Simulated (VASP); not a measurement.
Pd: single point with r2SCAN

The system is Pd.

```
Pd
1.0
     2.75830    0.00000    0.00000
    -1.37915    2.38876    0.00000
     0.00000    0.00000    4.67155
Pd
2
Direct
  0.33333 0.66667 0.75000
  0.66667 0.33333 0.25000
```

The cell was built by a generator and needn't be a form met in nature.

```yaml
Program: VASP 6.6.1
Task: single point
Functional: r2SCAN
Potentials_or_basis: VASP PAW PBE potentials, release 64 (Pd)
Cutoff: 520 eV
k_mesh: 18 × 18 × 10
Occupations: gaussian, width 0.05 eV
Spin: no spin polarisation
Dipole_correction: no
Further_INCAR_settings: ALGO = Normal; EDIFF = 1e-06; NBANDS = 17
```

| Item | Value |
| --- | --- |
| Pressure | -3.9 GPa |
| Band gap on the k mesh | none (metal or under the smearing width) |

Stress tensor (GPa, compression positive):
```
-3.87  0.00  0.00
 0.00 -3.87  0.00
 0.00  0.00 -3.97
```

Levels at points of the mesh, in eV from the Fermi level:
| k point | band 6 | band 7 | band 8 | band 9 | band 10 | band 11 | band 12 | band 13 | band 14 | band 15 |
| --- | --- | --- | --- | --- | --- | --- | --- | --- | --- | --- |
| (0.00, 0.00, 0.00) | -2.34 | -2.34 | -1.55 | -1.55 | -0.25 | -0.25 | 1.09 | 6.82 | 18.09 | 19.25 |
| (0.50, 0.00, 0.00) | -2.08 | -1.55 | -0.04 | 0.06 | 0.23 | 2.82 | 4.78 | 9.92 | 10.18 | 13.22 |
| (0.00, 0.00, 0.50) | -2.68 | -2.68 | -2.68 | -0.69 | -0.69 | -0.69 | -0.69 | 14.06 | 14.06 | 18.55 |
| (0.50, 0.00, 0.50) | -1.47 | -0.41 | -0.41 | 0.16 | 0.16 | 2.95 | 2.95 | 8.44 | 8.44 | 16.76 |

Run time: 4.9 min on 1 thread of Intel(R) Xeon(R) Platinum 8488C (Sapphire Rapids), with other jobs on the host, peak memory 0.23 GiB.

Caveat: the PAW data sets were made with another functional, which shifts forces and pressure a little.
